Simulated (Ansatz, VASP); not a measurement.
## Pt (Pt wire along [110], 14 atoms a period) in two plane-wave programs

Wanted: the spread between two codes on one cell, functional and k mesh. The structure shown is the start of the Ansatz relaxation below; VASP solves that cell, so the two are compared at the walk's first step.

Method: plane waves, with VASP 6.6.1 beside it; single point at PBE, in Ansatz 0.2.0.

## 1. Set-up

The cell holds 14 atoms: 14 Pt. Its edges and angles: a = 14.740 Å, b = 15.222 Å, c = 2.807 Å, α = 90.0°, β = 90.0°, γ = 90.0°. Vacuum lies along a and b. The structure's axis is c.

## 2. Ansatz: relaxation, PBE

Ansatz runs on its PAW soft_1 files.

The two programs are compared at the cell with which this relaxation starts, whose forces are those of its first step.

Input file input.yaml:

```yaml
crystal:
  lattice:
    - [14.74, 0.0, 0.0]
    - [0.0, 15.222, 0.0]
    - [0.0, 0.0, 2.8072139213]
  atoms:
    - { symbol: Pt, position: [0.365332429, 0.684406438, 0.0] }
    - { symbol: Pt, position: [0.365332429, 0.499988233, 0.0] }
    - { symbol: Pt, position: [0.634667571, 0.684406438, 0.0] }
    - { symbol: Pt, position: [0.634667571, 0.499988233, 0.0] }
    - { symbol: Pt, position: [0.230664858, 0.40777913, 0.5] }
    - { symbol: Pt, position: [0.230664858, 0.592197336, 0.5] }
    - { symbol: Pt, position: [0.5, 0.223360925, 0.5] }
    - { symbol: Pt, position: [0.5, 0.40777913, 0.5] }
    - { symbol: Pt, position: [0.5, 0.592197336, 0.5] }
    - { symbol: Pt, position: [0.5, 0.776615541, 0.5] }
    - { symbol: Pt, position: [0.769335142, 0.40777913, 0.5] }
    - { symbol: Pt, position: [0.769335142, 0.592197336, 0.5] }
    - { symbol: Pt, position: [0.365332429, 0.315570028, 0.0] }
    - { symbol: Pt, position: [0.634667571, 0.315570028, 0.0] }
kpoints:
  mp_grid: { grid: [1, 1, 29] }
scf:
  occupations: { method: fermi_dirac, width: 0.05 }
hamiltonian:
  xc: pbe
  pseudopotentials: { kind: paw, azcp: { folder: soft_1 } }
relax:
  cell: { fix: [a, b, alpha, beta, gamma] }
  max_steps: 45
  f_tol: 0.03
```

Command:

```console
> ansatz run input.yaml --threads 4 --pin off --max-ram 16384MiB --backend cpu --events-out ev --progress --plain --runs-dir out
```

Numbers of over 12 decimals in the logs are rounded to 6 here.

What it wrote:

```text
Engine: ansatz 0.2.0, x86_64-unknown-linux-gnu
Pseudopotentials: kind: paw
Pseudopotential: Pt, paw, valence charge 18, recommended cutoff 420 eV (normal), soft_1/Pt.paw.azcp
Functional definition: PBE
  parameter kappa = 0.804
  parameter beta = 0.066725
  exchange = pbe_x(kappa = kappa, mu = beta*pi^2/3)
  correlation = pbe_c(beta = beta)
Crystal: 14 atoms, lattice volume = 629.861 Å³
Basis set: ecut = 420 eV, 12363 PW (Γ), exchange–correlation on 200×216×40 points (8 copies of the dense FFT grid, shifted against one another)
Bands: 152, of which v1, the nominal top of the filled ones, is band 126 counted from 1 (125 counted from 0)
Symmetry: 8 space group operations
Space group: Pmmm (ITA 47), of the structure as read, at distance tolerance 8.6e-5 Å
k-points: 15 of 29
Non-local potential: Pt, projectors of the file, l = 0: 3, l = 1: 2, l = 2: 2, l = 3: 1
PAW form: soft (Blöchl's): semilocal exchange-correlation on the pseudo side does not see the compensation charge
PAW one-centre angular grid: Pt, 590 points (default); XC on 64 Gauss nodes
Initial density: superposition of atomic densities (neutral atoms: chi_scale 0, normalization atom)
Initial wavefunctions: pseudopotential atomic-orbital guess
Functional: x = pbe(κ = 0.804, μ = 0.219515), c = pbe(β = 0.066725)
SCF iter   1: F=—  HF=-175339.997358 eV  |F-HF|=—  |Δ(HF+E_count)|=         —  Δρ=5.09e-2  dr2=2.13e1  ethr=3.10e-3  ⟨swp⟩=7.1  Hψ=8482  notcnv=0  defer=81
preconditioner: auto → LDOS  [metal: Δε(μ)=0.031 eV  Ē_g=6.281 eV  σ=0.050 eV  W_gap=0.15  n_scr=114 (ndim 8)  ℏωp=17.5 eV  f_vac=0.554  D(μ)=22.86/eV (n_scr^D=170)  β→1.0]
SCF iter   2: F=—  HF=-175339.219217 eV  |F-HF|=—  |Δ(HF+E_count)|=   7.78e-1  Δρ=3.87e-2  dr2=1.51e1  ethr=3.10e-3  ⟨swp⟩=3.0  Hψ=5856  notcnv=0  defer=189
SCF iter   3: F=—  HF=-175335.726722 eV  |F-HF|=—  |Δ(HF+E_count)|=    3.49e0  Δρ=1.12e-2  dr2=2.12e0  ethr=3.10e-3  ⟨swp⟩=2.1  Hψ=4464  notcnv=0  defer=194
SCF iter   4: F=—  HF=-175335.575199 eV  |F-HF|=—  |Δ(HF+E_count)|=   1.52e-1  Δρ=4.19e-3  dr2=5.77e-1  ethr=8.42e-4  ⟨swp⟩=2.1  Hψ=3652  notcnv=0  defer=192
SCF iter   5: F=—  HF=-175335.532345 eV  |F-HF|=—  |Δ(HF+E_count)|=   4.29e-2  Δρ=2.00e-3  dr2=7.49e-2  ethr=2.29e-4  ⟨swp⟩=2.0  Hψ=3308  notcnv=0  defer=192
SCF iter   6: F=—  HF=-175335.528148 eV  |F-HF|=—  |Δ(HF+E_count)|=   4.20e-3  Δρ=8.13e-4  dr2=7.92e-3  ethr=2.97e-5  ⟨swp⟩=2.0  Hψ=3233  notcnv=0  defer=192
SCF iter   7: F=—  HF=-175335.527605 eV  |F-HF|=—  |Δ(HF+E_count)|=   5.43e-4  Δρ=2.85e-4  dr2=1.39e-3  ethr=3.14e-6  ⟨swp⟩=2.1  Hψ=3338  notcnv=0  defer=187
SCF iter   8: F=—  HF=-175335.527808 eV  |F-HF|=—  |Δ(HF+E_count)|=   2.03e-4  Δρ=1.10e-4  dr2=2.00e-4  ethr=5.51e-7  ⟨swp⟩=2.0  Hψ=3138  notcnv=0  defer=187
SCF iter   9: F=—  HF=-175335.527803 eV  |F-HF|=—  |Δ(HF+E_count)|=   4.41e-6  Δρ=3.90e-5  dr2=3.40e-5  ethr=7.94e-8  ⟨swp⟩=2.0  Hψ=3133  notcnv=0  defer=187
SCF iter  10: F=—  HF=-175335.527319 eV  |F-HF|=—  |Δ(HF+E_count)|=   4.84e-4  Δρ=2.40e-5  dr2=6.45e-6  ethr=1.35e-8  ⟨swp⟩=2.1  Hψ=2802  notcnv=0  defer=187
SCF iter  11: F=—  HF=-175335.527320 eV  |F-HF|=—  |Δ(HF+E_count)|=   1.31e-6  Δρ=1.18e-5  dr2=2.52e-6  ethr=2.56e-9  ⟨swp⟩=1.9  Hψ=2975  notcnv=0  defer=187
SCF iter  12: F=—  HF=-175335.527320 eV  |F-HF|=—  |Δ(HF+E_count)|=   2.01e-8  Δρ=5.83e-6  dr2=4.95e-7  ethr=1.00e-9  ⟨swp⟩=1.2  Hψ=2154  notcnv=0  defer=187
SCF iter  13: F=—  HF=-175335.527321 eV  |F-HF|=—  |Δ(HF+E_count)|=   8.96e-9  Δρ=2.99e-6  dr2=1.46e-7  ethr=1.96e-10  ⟨swp⟩=1.9  Hψ=2665  notcnv=0  defer=187
SCF iter  14: F=-175335.527320 eV  HF=-175335.527321 eV  |F-HF|=1.36e-8  |Δ(HF+E_count)|=   6.23e-9  Δρ=9.06e-7  dr2=1.58e-8  ethr=3.97e-11  ⟨swp⟩=4.0  Hψ=6383  notcnv=0
SCF 1 converged in 14 iterations: F = -175335.527320 eV  dr2 = 1.58e-8
  greatest PAW one-centre occupation: 1.000 electrons in one spin orbital (limit 2), on the Pt atom at site 8 (counted from 0), in its partial waves of l = 0
relax step   1: F+E_penalty+E_count = -175335.52732050 eV  Δ(F+E_penalty+E_count) = +0.000e0 eV  max|allowed force component| = 1.142e0 eV/Å  Δτ_max = 0.0000 Å  P = -4.207 GPa  Ω = 629.861 Å³  fix = [a, b, alpha, beta, gamma]  reactions: a -3.550, b -2.415 GPa  (14 SCF iters, dr2 threshold 1.00e-7 eV, accepted)
[...]
relax step   5: F+E_penalty+E_count = -175336.70949073 eV  Δ(F+E_penalty+E_count) = -2.936e-3 eV  max|allowed force component| = 2.337e-2 eV/Å  Δτ_max = 0.0111 Å  P = +0.042 GPa  Ω = 603.238 Å³  energy of the carried Pulay correction = +4.150e-3 eV  fix = [a, b, alpha, beta, gamma]  reactions: a +0.019, b +0.019 GPa  (8 SCF iters, dr2 threshold 3.83e-7 eV, accepted)
[...]
relax step   6: F+E_penalty+E_count = -175336.71009003 eV  Δ(F+E_penalty+E_count) = -5.993e-4 eV  max|allowed force component| = 3.925e-3 eV/Å  Δτ_max = 0.0074 Å  P = -0.015 GPa  Ω = 603.453 Å³  energy of the carried Pulay correction = +4.116e-3 eV  fix = [a, b, alpha, beta, gamma]  reactions: a -0.021, b -0.024 GPa  (9 SCF iters, dr2 threshold 1.87e-8 eV, accepted)
[...]
relax step   7: F+E_penalty+E_count = -175336.70408785 eV  Δ(F+E_penalty+E_count) = +6.002e-3 eV  max|allowed force component| = 3.875e-3 eV/Å  Δτ_max = 0.0000 Å  P = -0.004 GPa  Ω = 603.453 Å³  fix = [a, b, alpha, beta, gamma]  reactions: a -0.012, b -0.019 GPa  stress off target by 1.77e-2 GPa on what of the cell is left free  SCF on the basis re-selected at this cell (its energy is not comparable with the rows above)  (9 SCF iters)
basis re-selected at this cell: Δ(F+E_penalty+E_count) = +6.002e-3 eV, ΔP = +0.011 GPa vs the last step (what re-selecting the basis moved, of the pressure what is left beyond the Pulay correction that the steps carried, after the strain that the cell walked since its last selection, with what the two solves' SCF thresholds leave and, on support functions, any second-order correction that the steps lacked; it is no measure of the basis error at this ecutwfc). The dense FFT grid was sized anew with the basis: this SCF ran on 100×108×18 points, the steps before it on 100×108×20, so part of this shift can come from that change (see relax.cell in the input reference). [rest of the remark cut]
SCF converged after 9 iterations
Free energy (F): -175336.704088 eV
Harris-Foulkes:  -175336.704088 eV  (|F-HF|=1.46e-10)
Internal energy: -175336.520517 eV  (E = F + TS)
E sigma→0 (E₀):  -175336.612302 eV
Entropy (-TS):   -0.183571 eV (-13.112 meV/atom)
Fermi energy:    4.526886 eV
--- Per-component energies (eV) ---
  E_band       = -6425.314310
  E_kinetic    = 8349.775940
  E_local      = -175608.711465  (includes V_loc(G=0)·N_el)
  E_nonlocal   = 2857.552934
  E_hartree    = 83104.181478
  E_xc         = -3239.908773
  E_vxc        = -3781.048281  (∫ρ·V_xc dr)
  E_paw        = -132776.674169  (= ΣΔE_a)
  E_vpaw       = -4451.262481  (= ΣTr[D̂ρ^β])
  E_aug_tail   = 0.015560  (compensation charges beyond the density's cutoff)
  E_ewald      = 41977.247977
  E_smearing   = -0.183571  (= −TS)
  E_closure    = 0.000000  (closes the sum)
  Σ components = -175336.704088   (vs F -175336.704088, Δ=0.00e0)
--- Forces (eV/Å), atoms counted from 1 ---
  atom   1  Pt    -0.00107804     0.00199175     0.00000000
  atom   2  Pt    -0.00387453     0.00000000     0.00000000
  atom   3  Pt     0.00107804     0.00199175     0.00000000
  atom   4  Pt     0.00387453     0.00000000     0.00000000
  atom   5  Pt    -0.00227823     0.00011381     0.00000000
  atom   6  Pt    -0.00227823    -0.00011381     0.00000000
  atom   7  Pt     0.00000000    -0.00122753     0.00000000
  atom   8  Pt     0.00000000     0.00178376     0.00000000
  atom   9  Pt     0.00000000    -0.00178376     0.00000000
  atom  10  Pt     0.00000000     0.00122753     0.00000000
  atom  11  Pt     0.00227823     0.00011381     0.00000000
  atom  12  Pt     0.00227823    -0.00011381     0.00000000
  atom  13  Pt    -0.00107804    -0.00199175     0.00000000
  atom  14  Pt     0.00107804    -0.00199175     0.00000000
  max |Σ_I F_I| component: 0.00e0 eV/Å
--- Stress (GPa, compression-positive) ---
       -0.012444       0.000000       0.000000
        0.000000      -0.018657       0.000000
        0.000000       0.000000       0.017741
  P = ⅓ Tr σ = -0.0045 GPa (-0.045 kbar)
--- Relaxed structure (6 steps of the walk, 6 accepted, 1 SCFs on fresh bases) ---
  F+E_penalty+E_count = -175336.70408785 eV   max|allowed force component| = 3.875e-3 eV/Å   (the final SCF, on the basis selected at the relaxed cell)
  cell:  # Å, volume = 603.4526 Å³
    - [14.74, 0.0, 0.0]
    - [0.0, 15.222, 0.0]
    - [0.0, 0.0, 2.689515]
  atoms:
    - { symbol: Pt, position: [0.359512, 0.693668, 0.0] }
    - { symbol: Pt, position: [0.366184, 0.499988, 0.0] }
    - { symbol: Pt, position: [0.640488, 0.693668, 0.0] }
    - { symbol: Pt, position: [0.633816, 0.499988, 0.0] }
    - { symbol: Pt, position: [0.239001, 0.406981, 0.5] }
    - { symbol: Pt, position: [0.239001, 0.592995, 0.5] }
    - { symbol: Pt, position: [0.5, 0.234479, 0.5] }
    - { symbol: Pt, position: [0.5, 0.409963, 0.5] }
    - { symbol: Pt, position: [0.5, 0.590013, 0.5] }
    - { symbol: Pt, position: [0.5, 0.765498, 0.5] }
    - { symbol: Pt, position: [0.760999, 0.406981, 0.5] }
    - { symbol: Pt, position: [0.760999, 0.592995, 0.5] }
    - { symbol: Pt, position: [0.359512, 0.306308, 0.0] }
    - { symbol: Pt, position: [0.640488, 0.306308, 0.0] }
```

[end of part 1 of 2]

[Lines on the potential files, build, host, timing and source positions are cut from VASP's logs without a mark.]

[Logs are printed without paths, hosts, clocks, repeated set-up lines and the standing remarks that a program may print on its own settings, such as how far it seeks lower states.]

[Hosts, paths, dates, database ids (printed as entryN), source tags and the programs' standing remarks are cut or masked in the printed files.]
